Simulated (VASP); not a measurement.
A run of VASP 6.6.1 is set up as follows.

INCAR

```
SYSTEM = Ru
PREC = Accurate ; ENCUT = 600
EDIFF = 1E-7 ; ISMEAR = 0
SIGMA = 0.1 ; LREAL = .False.
LASPH = .True. ; NELM = 80
ALGO = Normal ; ISIF = 3
LWAVE = .False. ; LCHARG = .False.
METAGGA = R2SCAN ; LMIXTAU = .True.
IBRION = 2 ; NSW = 90
EDIFFG = -0.005
```

File KPOINTS:

```
Automatic mesh
0
Gamma
  18 18 10
  0 0 0
```

File POSCAR:

```
Ru
1.0
    2.7078263400      0.0000000000      0.0000000000
   -1.3539131700      2.3450464000      0.0000000000
    0.0000000000      0.0000000000      4.2681017800
Ru
2
Direct
    0.3333333300      0.6666666700      0.2500000000
    0.6666666700      0.3333333300      0.7500000000
```

Potentials or basis: VASP PAW PBE potentials, release 64 (Ru_pv).

Launch:

```console
$ cat potpaw_PBE.64/Ru_pv/POTCAR > POTCAR
$ mpirun -np 1 vasp_std > vasp.out
```

(1) What does it give for the band gap on the k mesh?

(2) Predict the relaxed volume.

## Answers

(1) none (metal or under the smearing width).

(2) 13.55 Å³/atom.

Caveat: the PAW data sets were made with another functional, which shifts forces and pressure a little.
